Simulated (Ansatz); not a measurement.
## How far is PAW off for KBr?

```xyz
2
Lattice="0.0000 3.7147 3.7147 3.7147 0.0000 3.7147 3.7147 3.7147 0.0000" Properties=species:S:1:pos:R:3 pbc="T T T"
K     0.0000    0.0000    0.0000
Br    1.8573    1.8573    1.8573
```

Atoms are numbered in the order listed.

The cell was built from the zincblende type and relaxed in the same program, and has space group F-43m; it needn't be a known or the stable phase.

Methods: DFT, PBE, PAW with Ansatz's default frozen-core files, scalar-relativistic (Ansatz 0.2.0); DFT, PBE, all-electron LAPW, scalar-relativistic (Ansatz 0.2.0).

For PAW: a Γ-centred 11×11×11 k mesh, Fermi–Dirac smearing of 0.08 eV, cutoff 420 eV, no spin polarisation. LAPW targets a basis error of 0.25 meV/atom. The Ansatz runs share mesh, smearing and spin set-up. Plane-wave (PAW) pressures include the program's estimate of the Pulay term.

Stress and pressure are positive in compression.

Levels count from the top of the valence band.

PAW results:

| quantity | PAW |
| --- | --- |
| pressure (GPa) | 0.05 |
| band gap (eV) | 4.244 |
| highest filled level at Γ (eV) | -0.014 |
| lowest empty level at Γ (eV) | 4.244 |
| highest filled level at X (eV) | -0.020 |
| lowest empty level at X (eV) | 6.050 |

Task: What does all-electron LAPW give for the same quantities?

Result: 
```json
{"quantity": "pressure (GPa)", "LAPW": "0.05"}
{"quantity": "band gap (eV)", "LAPW": "4.244"}
{"quantity": "highest filled level at Γ (eV)", "LAPW": "-0.014"}
{"quantity": "lowest empty level at Γ (eV)", "LAPW": "4.244"}
{"quantity": "highest filled level at X (eV)", "LAPW": "-0.020"}
{"quantity": "lowest empty level at X (eV)", "LAPW": "6.051"}
```
